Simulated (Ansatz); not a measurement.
**Ti: element swaps in one structure**

An exercise on one series of results from a longer session: the logs are not shown, and one member is left open.

Computed with Ansatz 0.2.0 (DFT PBEsol, scalar-relativistic, plane waves, PAW, unless a step's input says otherwise).

1 further run of the same task is left out (set aside as unsound or not needed).

### The system as given

It takes space group Fm-3m (No. 225, cubic). The conventional cell has a = 4.056 Å, b = 4.056 Å, c = 4.056 Å, α = 90.00°, β = 90.00°, γ = 90.00°. Ti (site symmetry m-3m) is surrounded by 12 Ti at 2.87 Å.

Structure file:

```cif
data_structure
_symmetry_space_group_name_H-M 'Fm-3m'
_symmetry_Int_Tables_number 225
_cell_length_a 4.0558
_cell_length_b 4.0558
_cell_length_c 4.0558
_cell_angle_alpha 90.000
_cell_angle_beta 90.000
_cell_angle_gamma 90.000
_cell_volume 66.72
loop_
_atom_site_label
_atom_site_type_symbol
_atom_site_symmetry_multiplicity
_atom_site_Wyckoff_symbol
_atom_site_fract_x
_atom_site_fract_y
_atom_site_fract_z
_atom_site_occupancy
Ti1 Ti 4 a 0.00000 0.00000 0.00000 1
```

This cell was relaxed beforehand with the same method: volume 16.68 Å³/atom, gap on the mesh none (metal).

The first run:

Contents of input.yaml:

```yaml
crystal:
  lattice:
    - [0.0, 1.9041912736, 1.9041912736]
    - [1.9041912736, 0.0, 1.9041912736]
    - [1.9041912736, 1.9041912736, 0.0]
  atoms:
    - { symbol: Pb, position: [0.0, 0.0, 0.0] }
basis:
  ecutwfc: 420
kpoints:
  mp_grid: { grid: [8, 8, 8] }
hamiltonian:
  xc: pbesol
scf:
  occupations: { method: gaussian, width: 0.1 }
output:
  forces: true
  stress: true
  eigenvalues: true
```

On the command line:

```
$ ansatz run input.yaml --threads 1 --pin off --max-ram 2560MiB --backend cpu --events-out ev --progress --plain --runs-dir out
```

Steps of the session up to this table: Quick check of gap, pressure and forces (Pb); Coarse relaxation (Pb); Relaxing cell and atoms (Pb).

One of the session's tables, all rows but one given; the rest of the session is left out.

It belongs to the step «The crystals compared». Lengths are those of the vectors of the cell that was run:

```
   swap  volume (Å³/atom)  a (Å)  b (Å)  c (Å)
   none             16.68  2.868  2.868  2.868
Ti → Si             14.14  2.714  2.714  2.714
Ti → Ge             18.57  2.972  2.972  2.972
Ti → Zr             22.22  3.156  3.156  3.156
Ti → Ir                 ?      ?      ?      ?
Ti → Hf             21.56  3.124  3.124  3.124
Ti → Pb             30.03  3.489  3.489  3.489
```

Estimate the missing values for Ti → Ir.

The run gave: volume (Å³/atom): 14.05; a (Å): 2.708; b (Å): 2.708; c (Å): 2.708. In the column «volume (Å³/atom)» it is the lowest.

Lengths are those of the computed cell. Rows of earlier swaps come from the sessions before.
